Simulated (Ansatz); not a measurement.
**Electron scattering at the Σ5 (310) boundary in bcc Ta with Re (substitutional)**

Aim: the relaxed structure and the specific resistance of the Σ5 (310) boundary in bcc Ta with Re (substitutional).

Main program and level: Ansatz 0.2.0; Ansatz plane-wave DFT, PBE, PAW files; relaxation of a bicrystal slab with its lowest layers held; PAW set soft_1, in the first sound run; inputs show where later runs differ.

## 1. Starting point

The cell holds 19 atoms: 18 Ta and 1 Re. Cell: a = 5.477 Å, b = 3.303 Å, c = 30.199 Å, α = 90.0°, β = 90.0°, γ = 72.5°. It derives from Ta. built on the (3 1 0) plane; 1 overlapping atoms removed and the grains opened by 0.4 Å. Vacuum lies along c.

## 2. Relaxing the bicrystal

The boundary is built by mirroring the lower grain in the boundary plane and removing any atoms that overlap; then the Re is put in at the boundary. A thin bicrystal slab is relaxed first, with the lowest layers held and the upper grain free to shift and open.

File input.yaml:

```yaml
crystal:
  lattice:
    - [5.4766761838, 0.0, 0.0]
    - [0.9957593061, 3.1488674087, 0.0]
    - [0.0, 0.0, 30.1985010762]
  atoms:
    - { symbol: Ta, position: [0.7999999999, 0.6, 0.1655711317] }
    - { symbol: Ta, position: [0.1999999999, 0.9, 0.2001543439] }
    - { symbol: Ta, position: [0.5999999999, 0.2, 0.2347375561] }
    - { symbol: Ta, position: [1.0, 0.5, 0.2693207683] }
    - { symbol: Ta, position: [0.4, 0.8, 0.3039039805] }
    - { symbol: Ta, position: [0.8, 0.1, 0.3384871927] }
    - { symbol: Ta, position: [0.2, 0.4, 0.373070405] }
    - { symbol: Ta, position: [0.6, 0.7, 0.4076536172] }
    - { symbol: Re, position: [0.0, 0.0, 0.4422368294] }
    - { symbol: Ta, position: [0.6, 0.7, 0.4900657321] }
    - { symbol: Ta, position: [0.2, 0.4, 0.5246489443] }
    - { symbol: Ta, position: [0.8, 0.1, 0.5592321565] }
    - { symbol: Ta, position: [0.4, 0.8, 0.5938153687] }
    - { symbol: Ta, position: [1.0, 0.5, 0.6283985809] }
    - { symbol: Ta, position: [0.5999999999, 0.2, 0.6629817931] }
    - { symbol: Ta, position: [0.1999999999, 0.9, 0.6975650053] }
    - { symbol: Ta, position: [0.7999999999, 0.6, 0.7321482175] }
    - { symbol: Ta, position: [0.3999999999, 0.3, 0.7667314297] }
    - { symbol: Ta, position: [0.9999999999, 0.0, 0.8013146419] }
kpoints:
  mp_grid: { grid: [7, 7, 1] }
hamiltonian:
  xc: pbe
  pseudopotentials: { kind: paw, azcp: { folder: soft_1 } }
scf:
  occupations: { method: fermi_dirac, width: 0.1 }
relax:
  f_tol: 0.03
  max_steps: 80
  constraints: [{ sites: [0, 1, 2] }]
```

Run with:

```bash
ansatz run input.yaml --threads 4 --pin off --max-ram 15360MiB --backend cpu --events-out ev --progress --plain --runs-dir out
```

Numbers of over 12 decimals in the logs are rounded to 6 here.

Log:

```text
Engine: ansatz 0.2.0, aarch64-unknown-linux-gnu
Pseudopotentials: kind: paw
Pseudopotential: Ta, paw, valence charge 13, recommended cutoff 420 eV (normal), soft_1/Ta.paw.azcp
Pseudopotential: Re, paw, valence charge 15, recommended cutoff 420 eV (normal), soft_1/Re.paw.azcp
Functional definition: PBE
  parameter kappa = 0.804
  parameter beta = 0.066725
  exchange = pbe_x(kappa = kappa, mu = beta*pi^2/3)
  correlation = pbe_c(beta = beta)
Crystal: 19 atoms, lattice volume = 520.783 Å³
Basis set: ecut = 420 eV, 10209 PW (Γ), exchange–correlation on 80×48×432 points (8 copies of the dense FFT grid, shifted against one another)
Bands: 150, of which v1, the nominal top of the filled ones, is band 125 counted from 1 (124 counted from 0)
Symmetry: 2 space group operations
Space group: Cm (ITA 8), of the structure as read, at distance tolerance 8.0e-5 Å
k-points: 16 of 49 (time reversal used)
Non-local potential: Ta, projectors of the file, l = 0: 3, l = 1: 2, l = 2: 2, l = 3: 1
Non-local potential: Re, projectors of the file, l = 0: 3, l = 1: 2, l = 2: 2, l = 3: 1
PAW form: soft (Blöchl's): semilocal exchange-correlation on the pseudo side does not see the compensation charge
PAW one-centre angular grid: Ta, 590 points (default); XC on 64 Gauss nodes
PAW one-centre angular grid: Re, 590 points (default); XC on 64 Gauss nodes
Initial density: superposition of atomic densities (neutral atoms: chi_scale 0, normalization atom)
Initial wavefunctions: pseudopotential atomic-orbital guess
Functional: x = pbe(κ = 0.804, μ = 0.219515), c = pbe(β = 0.066725)
SCF iter   1: F=—  HF=-189671.442169 eV  |F-HF|=—  |Δ(HF+E_count)|=         —  Δρ=5.25e-2  dr2=2.75e2  ethr=3.10e-3  ⟨swp⟩=9.6  Hψ=11480  notcnv=0  defer=4
preconditioner: auto → LDOS  [metal: Δε(μ)=0.001 eV  Ē_g=4.307 eV  σ=0.100 eV  W_gap=0.00  n_scr=118 (ndim 8)  ℏωp=16.0 eV  f_vac=0.266  D(μ)=16.43/eV (n_scr^D=112)  β→1.0]
SCF iter   2: F=—  HF=-189671.463953 eV  |F-HF|=—  |Δ(HF+E_count)|=   2.18e-2  Δρ=5.88e-2  dr2=6.21e2  ethr=3.10e-3  ⟨swp⟩=14.8  Hψ=16425  notcnv=0  defer=24  recentre
SCF iter   3: F=—  HF=-189662.529622 eV  |F-HF|=—  |Δ(HF+E_count)|=    8.93e0  Δρ=2.52e-2  dr2=7.27e1  ethr=3.10e-3  ⟨swp⟩=15.2  Hψ=12996  notcnv=0  defer=13
SCF iter   4: F=—  HF=-189660.075830 eV  |F-HF|=—  |Δ(HF+E_count)|=    2.45e0  Δρ=4.30e-3  dr2=4.97e-1  ethr=3.10e-3  ⟨swp⟩=6.6  Hψ=4882  notcnv=0  defer=21
SCF iter   5: F=—  HF=-189660.043049 eV  |F-HF|=—  |Δ(HF+E_count)|=   3.28e-2  Δρ=2.03e-3  dr2=1.28e-1  ethr=1.99e-4  ⟨swp⟩=3.9  Hψ=3916  notcnv=0  defer=19
SCF iter   6: F=—  HF=-189660.045268 eV  |F-HF|=—  |Δ(HF+E_count)|=   2.22e-3  Δρ=1.07e-3  dr2=3.45e-2  ethr=5.13e-5  ⟨swp⟩=2.8  Hψ=3439  notcnv=0  defer=14
SCF iter   7: F=—  HF=-189660.042303 eV  |F-HF|=—  |Δ(HF+E_count)|=   2.96e-3  Δρ=1.84e-4  dr2=1.08e-3  ethr=1.39e-5  ⟨swp⟩=2.0  Hψ=3151  notcnv=0  defer=11
SCF iter   8: F=—  HF=-189660.043165 eV  |F-HF|=—  |Δ(HF+E_count)|=   8.61e-4  Δρ=8.86e-5  dr2=4.40e-4  ethr=4.35e-7  ⟨swp⟩=2.4  Hψ=3423  notcnv=0  defer=11
SCF iter   9: F=—  HF=-189660.043365 eV  |F-HF|=—  |Δ(HF+E_count)|=   2.00e-4  Δρ=2.49e-5  dr2=9.61e-6  ethr=1.77e-7  ⟨swp⟩=2.4  Hψ=2984  notcnv=0  defer=11
SCF iter  10: F=-189660.043356 eV  HF=-189660.043368 eV  |F-HF|=1.23e-5  |Δ(HF+E_count)|=   3.54e-6  Δρ=1.16e-5  dr2=1.35e-5  ethr=3.86e-9  ⟨swp⟩=4.8  Hψ=7589  notcnv=0
SCF 1 converged in 10 iterations: F = -189660.043356 eV  dr2 = 1.35e-5
  greatest PAW one-centre occupation: 1.000 electrons in one spin orbital (limit 2), on the Re atom at site 8 (counted from 0), in its partial waves of l = 0
relax step   1: F+E_penalty+E_count = -189660.04335598 eV  Δ(F+E_penalty+E_count) = +0.000e0 eV  max|allowed force component| = 1.670e0 eV/Å  Δτ_max = 0.0000 Å  (10 SCF iters, dr2 threshold 2.25e-5 eV, accepted)
Initial density: handed on by an earlier stage of this run
Initial wavefunctions: those handed on with the density
SCF iter   1: F=—  HF=-189661.205034 eV  |F-HF|=—  |Δ(HF+E_count)|=         —  Δρ=1.52e-2  dr2=8.90e0  ethr=3.10e-3  ⟨swp⟩=8.4  Hψ=5902  notcnv=0  defer=6
preconditioner: auto → LDOS  [metal: Δε(μ)=0.022 eV  Ē_g=3.784 eV  σ=0.100 eV  W_gap=0.05  n_scr=118 (ndim 8)  ℏωp=16.0 eV  f_vac=0.275  D(μ)=21.17/eV (n_scr^D=194)  β→1.0]
SCF iter   2: F=—  HF=-189660.791365 eV  |F-HF|=—  |Δ(HF+E_count)|=   4.14e-1  Δρ=6.51e-3  dr2=6.89e-1  ethr=3.10e-3  ⟨swp⟩=3.4  Hψ=3445  notcnv=0  defer=7
SCF iter   3: F=—  HF=-189660.719147 eV  |F-HF|=—  |Δ(HF+E_count)|=   7.22e-2  Δρ=2.55e-3  dr2=1.26e-1  ethr=2.77e-4  ⟨swp⟩=3.0  Hψ=4497  notcnv=0  defer=5
SCF iter   4: F=—  HF=-189660.697847 eV  |F-HF|=—  |Δ(HF+E_count)|=   2.13e-2  Δρ=4.95e-4  dr2=5.27e-3  ethr=5.05e-5  ⟨swp⟩=2.1  Hψ=3996  notcnv=0  defer=5
SCF iter   5: F=—  HF=-189660.697793 eV  |F-HF|=—  |Δ(HF+E_count)|=   5.44e-5  Δρ=1.54e-4  dr2=3.58e-4  ethr=2.12e-6  ⟨swp⟩=2.0  Hψ=3245  notcnv=0  defer=5
SCF iter   6: F=-189660.697758 eV  HF=-189660.697768 eV  |F-HF|=1.00e-5  |Δ(HF+E_count)|=   2.52e-5  Δρ=4.49e-5  dr2=2.12e-5  ethr=4.02e-8  ⟨swp⟩=3.1  Hψ=9469  notcnv=0
SCF 2 converged in 6 iterations: F = -189660.697758 eV  dr2 = 2.12e-5
relax step   2: F+E_penalty+E_count = -189660.69775764 eV  Δ(F+E_penalty+E_count) = -6.544e-1 eV  max|allowed force component| = 8.014e-1 eV/Å  Δτ_max = 0.1988 Å  (6 SCF iters, dr2 threshold 1.00e-4 eV, accepted)
SCF iter   1: F=—  HF=-189661.122311 eV  |F-HF|=—  |Δ(HF+E_count)|=         —  Δρ=1.27e-2  dr2=1.65e1  ethr=3.10e-3  ⟨swp⟩=6.2  Hψ=5880  notcnv=0  defer=2
preconditioner: auto → LDOS  [metal: Δε(μ)=0.014 eV  Ē_g=3.829 eV  σ=0.100 eV  W_gap=0.04  n_scr=118 (ndim 8)  ℏωp=16.0 eV  f_vac=0.280  D(μ)=20.18/eV (n_scr^D=172)  β→1.0]
SCF iter   2: F=—  HF=-189660.882407 eV  |F-HF|=—  |Δ(HF+E_count)|=   2.40e-1  Δρ=3.68e-3  dr2=2.71e-1  ethr=3.10e-3  ⟨swp⟩=1.4  Hψ=2804  notcnv=0  defer=2
SCF iter   3: F=—  HF=-189660.870303 eV  |F-HF|=—  |Δ(HF+E_count)|=   1.21e-2  Δρ=2.22e-3  dr2=8.45e-2  ethr=1.09e-4  ⟨swp⟩=2.0  Hψ=4451  notcnv=0  defer=4
SCF iter   4: F=—  HF=-189660.857176 eV  |F-HF|=—  |Δ(HF+E_count)|=   1.31e-2  Δρ=4.41e-4  dr2=3.78e-3  ethr=3.39e-5  ⟨swp⟩=2.1  Hψ=3983  notcnv=0  defer=4
SCF iter   5: F=—  HF=-189660.857054 eV  |F-HF|=—  |Δ(HF+E_count)|=   1.23e-4  Δρ=1.37e-4  dr2=2.85e-4  ethr=1.52e-6  ⟨swp⟩=3.9  Hψ=4949  notcnv=0  defer=4
SCF iter   6: F=-189660.857029 eV  HF=-189660.857043 eV  |F-HF|=1.48e-5  |Δ(HF+E_count)|=   1.02e-5  Δρ=4.03e-5  dr2=3.66e-5  ethr=1.61e-8  ⟨swp⟩=3.2  Hψ=9381  notcnv=0
SCF 3 converged in 6 iterations: F = -189660.857029 eV  dr2 = 3.66e-5
relax step   3: F+E_penalty+E_count = -189660.85702853 eV  Δ(F+E_penalty+E_count) = -1.593e-1 eV  max|allowed force component| = 2.450e-1 eV/Å  Δτ_max = 0.1944 Å  (6 SCF iters, dr2 threshold 4.01e-5 eV, accepted)
[... from here on, the SCF cycles and remarks between the steps are left out ...]
relax step   4: F+E_penalty+E_count = -189660.88193823 eV  Δ(F+E_penalty+E_count) = -2.491e-2 eV  max|allowed force component| = 1.453e-1 eV/Å  Δτ_max = 0.1094 Å  (7 SCF iters, dr2 threshold 5.61e-6 eV, accepted)
relax step   5: F+E_penalty+E_count = -189660.88526528 eV  Δ(F+E_penalty+E_count) = -3.327e-3 eV  max|allowed force component| = 6.424e-2 eV/Å  Δτ_max = 0.0302 Å  (6 SCF iters, dr2 threshold 1.97e-6 eV, accepted)
relax step   6: F+E_penalty+E_count = -189660.88855898 eV  Δ(F+E_penalty+E_count) = -3.294e-3 eV  max|allowed force component| = 5.422e-2 eV/Å  Δτ_max = 0.0619 Å  (8 SCF iters, accepted)
relax step   7: F+E_penalty+E_count = -189660.89439991 eV  Δ(F+E_penalty+E_count) = -5.841e-3 eV  max|allowed force component| = 2.066e-1 eV/Å  Δτ_max = 0.1821 Å  (9 SCF iters, accepted)
relax step   8: F+E_penalty+E_count = -189660.89894075 eV  Δ(F+E_penalty+E_count) = -4.541e-3 eV  max|allowed force component| = 1.253e-1 eV/Å  Δτ_max = 0.1170 Å  (6 SCF iters, dr2 threshold 3.04e-5 eV, accepted)
relax step   9: F+E_penalty+E_count = -189660.89232291 eV  Δ(F+E_penalty+E_count) = +6.618e-3 eV  max|allowed force component| = 3.748e-1 eV/Å  Δτ_max = 0.0885 Å  (6 SCF iters, dr2 threshold 5.77e-6 eV, rejected (line search))
relax step  10: F+E_penalty+E_count = -189660.90513374 eV  Δ(F+E_penalty+E_count) = -6.193e-3 eV  max|allowed force component| = 5.112e-2 eV/Å  Δτ_max = 0.0443 Å  (8 SCF iters, accepted)
relax step  11: F+E_penalty+E_count = -189660.89877930 eV  Δ(F+E_penalty+E_count) = +6.354e-3 eV  max|allowed force component| = 2.717e-1 eV/Å  Δτ_max = 0.0789 Å  (8 SCF iters, rejected (line search))
relax step  12: F+E_penalty+E_count = -189660.90637146 eV  Δ(F+E_penalty+E_count) = -1.238e-3 eV  max|allowed force component| = 3.391e-2 eV/Å  Δτ_max = 0.0381 Å  (7 SCF iters, accepted)
SCF iter   1: F=—  HF=-189660.906676 eV  |F-HF|=—  |Δ(HF+E_count)|=         —  Δρ=7.41e-4  dr2=1.09e-2  ethr=5.71e-5  ⟨swp⟩=2.1  Hψ=4039  notcnv=0  defer=6
preconditioner: auto → LDOS  [metal: Δε(μ)=0.007 eV  Ē_g=3.827 eV  σ=0.100 eV  W_gap=0.02  n_scr=118 (ndim 8)  ℏωp=16.0 eV  f_vac=0.283  D(μ)=19.71/eV (n_scr^D=156)  β→1.0]
SCF iter   2: F=—  HF=-189660.906354 eV  |F-HF|=—  |Δ(HF+E_count)|=   3.22e-4  Δρ=2.41e-4  dr2=5.81e-4  ethr=4.39e-6  ⟨swp⟩=1.1  Hψ=2769  notcnv=0  defer=6
SCF iter   3: F=—  HF=-189660.906278 eV  |F-HF|=—  |Δ(HF+E_count)|=   7.56e-5  Δρ=9.29e-5  dr2=1.13e-4  ethr=2.33e-7  ⟨swp⟩=2.0  Hψ=4094  notcnv=0  defer=6
SCF iter   4: F=—  HF=-189660.906258 eV  |F-HF|=—  |Δ(HF+E_count)|=   2.00e-5  Δρ=1.83e-5  dr2=2.73e-6  ethr=4.55e-8  ⟨swp⟩=2.1  Hψ=3933  notcnv=0  defer=6
SCF iter   5: F=—  HF=-189660.906604 eV  |F-HF|=—  |Δ(HF+E_count)|=   3.46e-4  Δρ=6.28e-6  dr2=3.66e-7  ethr=1.10e-9  ⟨swp⟩=3.0  Hψ=4535  notcnv=0  defer=6
SCF iter   6: F=-189660.906604 eV  HF=-189660.906604 eV  |F-HF|=3.84e-9  |Δ(HF+E_count)|=   1.42e-7  Δρ=2.06e-6  dr2=3.70e-8  ethr=4.02e-11  ⟨swp⟩=5.0  Hψ=8860  notcnv=0
SCF 13 converged in 6 iterations: F = -189660.906604 eV  dr2 = 3.70e-8
relax step  13: F+E_penalty+E_count = -189660.90660434 eV  Δ(F+E_penalty+E_count) = -2.329e-4 eV  max|allowed force component| = 1.545e-2 eV/Å  Δτ_max = 0.0122 Å  (6 SCF iters, accepted)
SCF converged after 6 iterations
Free energy (F): -189660.906604 eV
Harris-Foulkes:  -189660.906604 eV  (|F-HF|=3.84e-9)
Internal energy: -189660.249052 eV  (E = F + TS)
E sigma→0 (E₀):  -189660.577828 eV
Entropy (-TS):   -0.657552 eV (-34.608 meV/atom)
Fermi energy:    11.077462 eV
--- Per-component energies (eV) ---
  E_band       = -3936.993537
  E_kinetic    = 7584.788660
  E_local      = -199081.094510  (includes V_loc(G=0)·N_el)
  E_nonlocal   = -116.504510
  E_hartree    = 97079.938271
  E_xc         = -6126.770958
  E_vxc        = -4479.141801  (∫ρ·V_xc dr)
  E_paw        = -158186.970225  (= ΣΔE_a)
  E_vpaw       = -2004.928382  (= ΣTr[D̂ρ^β])
  E_aug_tail   = 0.001741  (compensation charges beyond the density's cutoff)
  E_ewald      = 69186.362480
  E_smearing   = -0.657552  (= −TS)
  E_closure    = -0.000000  (closes the sum)
  Σ components = -189660.906604   (vs F -189660.906604, Δ=0.00e0)
--- Forces (eV/Å), atoms counted from 1 ---
  atom   1  Ta    -0.02291971     0.00724785     1.66301301
  atom   2  Ta    -0.48350282     0.15289702    -0.70717211
  atom   3  Ta     0.51189198    -0.16187446    -0.95471077
  atom   4  Ta     0.00354521    -0.00112110    -0.00099778
  atom   5  Ta    -0.00535979     0.00169491     0.00120794
  atom   6  Ta     0.00747392    -0.00236346    -0.00391409
  atom   7  Ta    -0.01313793     0.00415458    -0.00585529
  atom   8  Ta    -0.00728111     0.00230249     0.00626908
  atom   9  Re     0.01544806    -0.00488511     0.01060925
  atom  10  Ta     0.00327626    -0.00103605    -0.01054261
  atom  11  Ta    -0.00473717     0.00149803    -0.00034364
  atom  12  Ta    -0.00145821     0.00046113     0.00478810
  atom  13  Ta    -0.00215618     0.00068184     0.00014325
  atom  14  Ta     0.00218448    -0.00069079     0.00537045
  atom  15  Ta    -0.00268089     0.00084777    -0.00195467
  atom  16  Ta     0.00048920    -0.00015470    -0.00166200
  atom  17  Ta     0.00405662    -0.00128282     0.00144389
  atom  18  Ta    -0.00178853     0.00056558    -0.00184561
  atom  19  Ta    -0.00337807     0.00106824    -0.00382957
  max |Σ_I F_I| component: 3.47e-5 eV/Å
--- Relaxed structure (13 steps of the walk, 11 accepted, 0 SCFs on fresh bases) ---
  F+E_penalty+E_count = -189660.90660434 eV   max|allowed force component| = 1.545e-2 eV/Å
  atoms:
    - { symbol: Ta, position: [0.7999999999, 0.600000, 0.165571] }
    - { symbol: Ta, position: [0.200000, 0.900000, 0.200154] }
    - { symbol: Ta, position: [0.600000, 0.200000, 0.234738] }
    - { symbol: Ta, position: [1.001792, 0.499104, 0.267686] }
    - { symbol: Ta, position: [0.395822, 0.802089, 0.305311] }
    - { symbol: Ta, position: [0.811765, 0.094118, 0.337092] }
    - { symbol: Ta, position: [0.191035, 0.404483, 0.378992] }
    - { symbol: Ta, position: [0.610885, 0.694557, 0.401137] }
    - { symbol: Re, position: [-0.051398, 0.025699, 0.445502] }
    - { symbol: Ta, position: [0.528390, 0.735805, 0.484626] }
    - { symbol: Ta, position: [0.121256, 0.439372, 0.512996] }
    - { symbol: Ta, position: [0.733611, 0.133194, 0.550712] }
    - { symbol: Ta, position: [0.329976, 0.835012, 0.583647] }
    - { symbol: Ta, position: [0.929688, 0.535156, 0.619416] }
    - { symbol: Ta, position: [0.522720, 0.238640, 0.654037] }
    - { symbol: Ta, position: [0.125932, 0.937034, 0.691170] }
    - { symbol: Ta, position: [0.722449, 0.638776, 0.724264] }
    - { symbol: Ta, position: [0.308508, 0.345746, 0.760432] }
    - { symbol: Ta, position: [0.903796, 0.048102, 0.787208] }
```

The job ended after 7 min (4 threads of Arm Neoverse V2, shared host; peak memory 2.3 GiB).

The steps of the relaxation:

| step | energy less that of the first step (eV) | largest force component (eV/Å) |
| --- | --- | --- |
| 1 | 0.0000 | 1.6696 |
| 2 | -0.6544 | 0.8014 |
| 3 | -0.8137 | 0.2450 |
| 4 | -0.8386 | 0.1453 |
| 5 | -0.8419 | 0.0642 |
| 6 | -0.8452 | 0.0542 |
| 7 | -0.8510 | 0.2066 |
| 8 | -0.8556 | 0.1253 |
| 9 | -0.8490 | 0.3748 |
| 10 | -0.8618 | 0.0511 |
| 11 | -0.8554 | 0.2717 |
| 12 | -0.8630 | 0.0339 |
| 13 | -0.8632 | 0.0154 |

Relaxation steps 9, 11 were tried and not accepted.

The run keeps the 2 symmetry operations that it works with, so distortions that break them were not tested.

The atoms that moved most (Å):

| atom | dx | dy | dz | length |
| --- | --- | --- | --- | --- |
| Ta19 | -0.479 | 0.151 | -0.426 | 0.659 |
| Ta11 | -0.392 | 0.124 | -0.352 | 0.541 |
| Ta18 | -0.456 | 0.144 | -0.190 | 0.514 |
| Ta15 | -0.385 | 0.122 | -0.270 | 0.486 |
| Ta13 | -0.349 | 0.110 | -0.307 | 0.477 |
| Ta17 | -0.386 | 0.122 | -0.238 | 0.470 |
| Ta14 | -0.350 | 0.111 | -0.271 | 0.456 |
| Ta16 | -0.369 | 0.117 | -0.193 | 0.432 |

Numbers from this step:

```yaml
free_energy: -189660.9066 eV
energy_at_zero_smearing: -189660.5778 eV
fermi_energy: 11.08 eV
```

The largest force component on a free atom ends at 0.015 eV/Å, under the tolerance of 0.03, after 13 steps.

(Continued in part 2 of 2.)

[Logs are printed without paths, hosts, clocks, repeated set-up lines and the standing remarks that a program may print on its own settings, such as how far it seeks lower states.]

[Hosts, paths, dates, database ids (printed as entryN), source tags and the programs' standing remarks are cut or masked in the printed files.]
